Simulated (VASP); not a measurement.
# AlP (F-43m) in VASP: settings compared, part 2 of 2

VASP 6.6.1.

## (3) Relaxation of cell and atoms, RPBE

This run uses another cell than the first one, of 21.24 Å³/atom, 1.049 times its volume.

INCAR

```
PREC     = Accurate       # precision mode
ENCUT    = 600            # plane-wave cutoff, eV
EDIFF    = 1E-7           # SCF threshold, eV
ISMEAR   = 0              # smearing method
SIGMA    = 0.03           # smearing width, eV
LREAL    = F              # projectors in reciprocal space
LASPH    = T              # aspherical terms in the spheres
NELM     = 80             # most SCF steps
ALGO     = Normal         # electronic algorithm
ISIF     = 3              # what is computed and relaxed
LWAVE    = F              # write WAVECAR
LCHARG   = F              # write CHGCAR
GGA      = RP             # functional
IBRION   = 2              # ionic algorithm
NSW      = 90             # ionic steps
EDIFFG   = -0.005         # ionic threshold
```

KPOINTS

```
Automatic mesh
0
Gamma
  8 8 8
```

POSCAR

```
AlP                                     
1.0
    0.0000000000      2.7693606135      2.7693606135
    2.7693606135      0.0000000000      2.7693606135
    2.7693606135      2.7693606135     -0.0000000000
  Al              P             
     1     1
Direct
     0.0000000000000000    0.0000000000000000    0.0000000000000000
     0.2500000000000000    0.2500000000000000    0.2500000000000000
```

Potentials or basis: VASP PAW PBE potentials, release 64 (Al, P).

The run is started by

```sh
cat potpaw_PBE.64/Al/POTCAR potpaw_PBE.64/P/POTCAR > POTCAR
mpirun -np 1 vasp_std > vasp.out
```

It took 5.4 s on 1 thread of Intel Xeon 6975P-C (Granite Rapids), shared host; peak memory 0.17 GiB.

The run converged. Its results:

| Property | Result |
| --- | --- |
| Free energy | -9.8353 eV |
| Pressure after relaxing | 0.0 GPa |
| Band gap on the k mesh | 1.75 eV, indirect (least direct gap 3.08 eV) |

Final structure:
```yaml
crystal:
  lattice:
    - [0.00000, 2.76936, 2.76936]
    - [2.76936, 0.00000, 2.76936]
    - [2.76936, 2.76936, 0.00000]
  atoms:
    - { symbol: Al, position: [0.00000, 0.00000, 0.00000] }
    - { symbol: P, position: [0.25000, 0.25000, 0.25000] }
```

Levels at points of the mesh, in eV from the valence-band top:
| k point | band 2 | band 3 | band 4 | band 5 | band 6 | band 7 |
| --- | --- | --- | --- | --- | --- | --- |
| (0.00, 0.00, 0.00) | 0.00 | 0.00 | 0.00 | 3.08 | 4.53 | 4.53 |
| (0.50, 0.00, 0.00) | -5.30 | -0.73 | -0.73 | 2.75 | 4.84 | 4.84 |
| (0.50, 0.50, 0.00) | -5.13 | -2.00 | -2.00 | 1.75 | 2.56 | 10.79 |

Caveat: the relaxation stopped at its first step, so nothing moved; the PAW data sets were made with another functional, which shifts forces and pressure a little.

## (4) Relaxation of cell and atoms, PBEsol

INCAR

```
SYSTEM = AlP
  PREC = Accurate
  ENCUT = 600
  EDIFF = 1E-6
  ISMEAR = 0
  SIGMA = 0.03
  LREAL = .FALSE.
  LASPH = .TRUE.
  NELM = 80
  ALGO = Normal
  ISIF = 3
  LWAVE = .FALSE.
  LCHARG = .FALSE.
  GGA = PS
  IBRION = 2
  NSW = 90
  EDIFFG = -0.01
```

KPOINTS

```
Automatic mesh
0
G
  8 8 8
  0 0 0
```

POSCAR

```
AlP
1.0
    0.0000000000      2.7255000000      2.7255000000
    2.7255000000      0.0000000000      2.7255000000
    2.7255000000      2.7255000000      0.0000000000
Al P
1 1
Direct
    0.0000000000      0.0000000000      0.0000000000
    0.2500000000      0.2500000000      0.2500000000
```

Potentials or basis: VASP PAW PBE potentials, release 64 (Al, P).

The run is started by

```sh
cat potpaw_PBE.64/Al/POTCAR potpaw_PBE.64/P/POTCAR > POTCAR
mpirun -np 1 vasp_std > vasp.out
```

OUTCAR:

```text
SYSTEM = AlP
   PREC = Accurate
   ENCUT = 600
   EDIFF = 1E-6
   ISMEAR = 0
   LREAL = .FALSE.
   LASPH = .TRUE.
   NELM = 80
   ISIF = 3
   GGA = PS
   IBRION = 2
   NSW = 90
   EDIFFG = -0.01

 ion  position               nearest neighbor table
   1  0.000  0.000  0.000-   2 2.36   2 2.36   2 2.36   2 2.36
   2  0.250  0.250  0.250-   1 2.36   1 2.36   1 2.36   1 2.36

  LATTYP: Found a face centered cubic cell.
 ALAT       =     5.4510000000

  Lattice vectors:

 A1 = (   0.0000000000,   2.7255000000,   2.7255000000)
 A2 = (   2.7255000000,   0.0000000000,   2.7255000000)
 A3 = (   2.7255000000,   2.7255000000,   0.0000000000)

Analysis of symmetry for initial positions (statically):
=====================================================================
[... 261 lines left out ...]
 fundamental gap:      1.4508310534
 Fermi energy:         4.6235539424

 k-point     1 :       0.0000    0.0000    0.0000
  band No.  band energies     occupation
      1      -7.0136      2.00000
      2       4.4779      2.00000
      3       4.4779      2.00000
      4       4.4779      2.00000
      5       7.6288      0.00000
      6       8.9814      0.00000
      7       8.9814      0.00000
      8       8.9814      0.00000
[... 243 lines left out ...]
 k-point    24 :      -0.3750    0.2500    0.1250
  band No.  band energies     occupation
      1      -5.0175      2.00000
      2      -0.7104      2.00000
      3       1.8622      2.00000
      4       2.9833      2.00000
      5       8.3362      0.00000
      6       8.9121      0.00000
      7      11.2957      0.00000
      8      12.0871      0.00000

 [... further k-points ...]

------------------------ aborting loop because EDIFF is reached ----------------------------------------

  FORCE on cell =-STRESS in cart. coord.  units (eV):
  Direction    XX          YY          ZZ          XY          YZ          ZX
  --------------------------------------------------------------------------------------
  -------------------------------------------------------------------------------------
  Total        0.0010686      0.0010686      0.0010686      0.0000000      0.0000000      0.0000000
  in kB        0.0418108      0.0418108      0.0418108      0.0000000      0.0000000      0.0000000
  external PRESSURE =       0.0418108 kB  Pullay stress =       0.0000000 kB
[... 17 lines left out ...]
  FREE ENERGIE OF THE ION-ELECTRON SYSTEM (eV)
  ---------------------------------------------------
  free  energy   TOTEN  =       -10.9954826746 eV

  energy  without entropy=      -10.9954826746  energy(sigma->0) =      -10.99548267

 reached required accuracy - stopping structural energy minimisation
```

OSZICAR:

```text
N       E                     dE             d eps       ncg     rms          rms(c)
DAV:   1     0.118541358511E+02    0.11854E+02   -0.35293E+03   464   0.862E+02
DAV:   2    -0.107905109613E+02   -0.22645E+02   -0.22327E+02   632   0.928E+01
DAV:   3    -0.113616112181E+02   -0.57110E+00   -0.57110E+00   576   0.193E+01
[... 20 lines left out ...]
DAV:   2    -0.109955850808E+02    0.50617E-03   -0.12942E-03   536   0.197E-01    0.717E-02
DAV:   3    -0.109954888911E+02    0.96190E-04   -0.37462E-04   592   0.101E-01    0.206E-02
DAV:   4    -0.109954837027E+02    0.51883E-05   -0.91701E-06   536   0.220E-02    0.169E-02
DAV:   5    -0.109954824402E+02    0.12625E-05   -0.31643E-06   480   0.103E-02    0.696E-03
DAV:   6    -0.109954826746E+02   -0.23434E-06   -0.10209E-07   232   0.275E-03
   3 F= -.10995483E+02 E0= -.10995483E+02  d E =-.140781E-02
```

Run time: 8.8 s. Hardware: 1 thread of Intel Xeon 6975P-C (Granite Rapids), shared host; peak memory 0.17 GiB.

What came out:

```yaml
Free_energy: -10.9955 eV
Relaxed_volume: 20.47 Å³/atom
Relaxed_cell: a = 3.869 Å, b = 3.869 Å, c = 3.869 Å, α = 60.00°, β = 60.00°, γ = 60.00°
Space_group_after_relaxing_to_0.05_Å: F-43m (No. 216)
Energy_gained_by_relaxing: 0.7 meV/atom
Ionic_steps: 3
Pressure_after_relaxing: 0.0 GPa
Band_gap_on_the_k_mesh: 1.45 eV, indirect (least direct gap 3.15 eV)
```

Step by step:
```csv
step,energy change (eV),largest force (eV/Å),pressure (GPa),volume (Å³)
1,0.0000,0.0000,1.00,40.49
2,-0.0009,0.0000,-0.60,41.24
3,-0.0014,0.0000,0.00,40.95
```

Final structure:
```xyz
2
Lattice="0.0000 2.7357 2.7357 2.7357 0.0000 2.7357 2.7357 2.7357 0.0000" Properties=species:S:1:pos:R:3 pbc="T T T"
Al    0.0000    0.0000    0.0000
P     1.3679    1.3679    1.3679
```

Caveat: the PAW data sets were made with another functional, which shifts forces and pressure a little.

## (5) Relaxation of cell and atoms, PBEsol

This run uses another cell than the first one, of 20.47 Å³/atom, 1.011 times its volume.

Edit INCAR of step 4 so:

```diff
@@ -3,3 +3,3 @@
   ENCUT = 600
-  EDIFF = 1E-6
+  EDIFF = 1E-7
   ISMEAR = 0
@@ -16,2 +16,2 @@
   NSW = 90
-  EDIFFG = -0.01
+  EDIFFG = -0.005
```

KPOINTS is that of step 4.

POSCAR

```
AlP                                     
1.0
    0.0000000000      2.7357031041      2.7357031041
    2.7357031041     -0.0000000000      2.7357031041
    2.7357031041      2.7357031041      0.0000000000
  Al              P             
     1     1
Direct
     0.0000000000000000    0.0000000000000000    0.0000000000000000
     0.2500000000000000    0.2500000000000000    0.2500000000000000
```

Potentials or basis: VASP PAW PBE potentials, release 64 (Al, P).

The run is started by

```sh
cat potpaw_PBE.64/Al/POTCAR potpaw_PBE.64/P/POTCAR > POTCAR
mpirun -np 1 vasp_std > vasp.out
```

OUTCAR:

```text
SYSTEM = AlP
   PREC = Accurate
   ENCUT = 600
   EDIFF = 1E-7
   ISMEAR = 0
   LREAL = .FALSE.
   LASPH = .TRUE.
   NELM = 80
   ISIF = 3
   GGA = PS
   IBRION = 2
   NSW = 90
   EDIFFG = -0.005

 ion  position               nearest neighbor table
   1  0.000  0.000  0.000-   2 2.37   2 2.37   2 2.37   2 2.37
   2  0.250  0.250  0.250-   1 2.37   1 2.37   1 2.37   1 2.37

  LATTYP: Found a face centered cubic cell.
 ALAT       =     5.4714062082

  Lattice vectors:

 A1 = (   0.0000000000,   2.7357031041,   2.7357031041)
 A2 = (   2.7357031041,   0.0000000000,   2.7357031041)
 A3 = (   2.7357031041,   2.7357031041,   0.0000000000)

Analysis of symmetry for initial positions (statically):
=====================================================================
 Subroutine PRICEL returns:
 Original cell was already a primitive cell.

 Routine SETGRP: Setting up the symmetry group for a
 face centered cubic supercell.

 Subroutine GETGRP returns: Found 24 space group operations
 (whereof 24 operations were pure point group operations)
 out of a pool of 48 trial point group operations.

[... 170 lines left out ...]

 k-point     1 :       0.0000    0.0000    0.0000
  band No.  band energies     occupation
      1      -7.0135      2.00000
      2       4.4779      2.00000
      3       4.4779      2.00000
      4       4.4779      2.00000
      5       7.6288      0.00000
      6       8.9815      0.00000
      7       8.9815      0.00000
      8       8.9815      0.00000
[... 243 lines left out ...]
 k-point    24 :      -0.3750    0.2500    0.1250
  band No.  band energies     occupation
      1      -5.0174      2.00000
      2      -0.7104      2.00000
      3       1.8622      2.00000
      4       2.9833      2.00000
      5       8.3362      0.00000
      6       8.9121      0.00000
      7      11.2957      0.00000
      8      12.0871      0.00000

 [... further k-points ...]

------------------------ aborting loop because EDIFF is reached ----------------------------------------

  FORCE on cell =-STRESS in cart. coord.  units (eV):
  Direction    XX          YY          ZZ          XY          YZ          ZX
  --------------------------------------------------------------------------------------
  -------------------------------------------------------------------------------------
  Total        0.0005972      0.0005972      0.0005972      0.0000000      0.0000000     -0.0000000
  in kB        0.0233680      0.0233680      0.0233680      0.0000000      0.0000000     -0.0000000
  external PRESSURE =       0.0233680 kB  Pullay stress =       0.0000000 kB

 VOLUME and BASIS-vectors are now :
 -----------------------------------------------------------------------------
  energy-cutoff  :      600.00
  volume of cell :       40.95
      direct lattice vectors                 reciprocal lattice vectors
     0.000000000  2.735703104  2.735703104    -0.182768371  0.182768371  0.182768371
     2.735703104  0.000000000  2.735703104     0.182768371 -0.182768371  0.182768371
     2.735703104  2.735703104  0.000000000     0.182768371  0.182768371 -0.182768371

 POSITION                                       TOTAL-FORCE (eV/Angst)
 -----------------------------------------------------------------------------------
      0.00000      0.00000      0.00000        -0.000000     -0.000000     -0.000000
      1.36785      1.36785      1.36785         0.000000      0.000000      0.000000
 -----------------------------------------------------------------------------------
    total drift:                               -0.000000     -0.000000     -0.000000

  FREE ENERGIE OF THE ION-ELECTRON SYSTEM (eV)
  ---------------------------------------------------
  free  energy   TOTEN  =       -10.9955076738 eV

  energy  without entropy=      -10.9955076738  energy(sigma->0) =      -10.99550767

 reached required accuracy - stopping structural energy minimisation
```

CONTCAR:

```text
AlP
   1.00000000000000
     0.0000000000000000    2.7357031041000002    2.7357031041000002
     2.7357031041000002    0.0000000000000000    2.7357031041000002
     2.7357031041000002    2.7357031041000002    0.0000000000000000
  Al              P
     1     1
Direct
     0.0000000000000000    0.0000000000000000    0.0000000000000000
     0.2500000000000000    0.2500000000000000    0.2500000000000000

  0.00000000E+00  0.00000000E+00  0.00000000E+00
  0.00000000E+00  0.00000000E+00  0.00000000E+00
```

Run time: 4.6 s. Hardware: 1 thread of Intel Xeon 6975P-C (Granite Rapids), shared host; peak memory 0.17 GiB.

What came out:

```
Free energy             : -10.9955 eV
Pressure after relaxing : 0.0 GPa
Band gap on the k mesh  : 1.45 eV, indirect (least direct gap 3.15 eV)
```

Final structure:
```cif
data_structure
_symmetry_space_group_name_H-M 'P 1'
_symmetry_Int_Tables_number 1
_cell_length_a 3.8689
_cell_length_b 3.8689
_cell_length_c 3.8689
_cell_angle_alpha 60.000
_cell_angle_beta 60.000
_cell_angle_gamma 60.000
_cell_volume 40.95
loop_
_atom_site_label
_atom_site_type_symbol
_atom_site_fract_x
_atom_site_fract_y
_atom_site_fract_z
_atom_site_occupancy
Al1 Al 0.00000 0.00000 0.00000 1
P1 P 0.25000 0.25000 0.25000 1
```

Caveat: the relaxation stopped at its first step, so nothing moved; the PAW data sets were made with another functional, which shifts forces and pressure a little. A k mesh can miss the band edges.
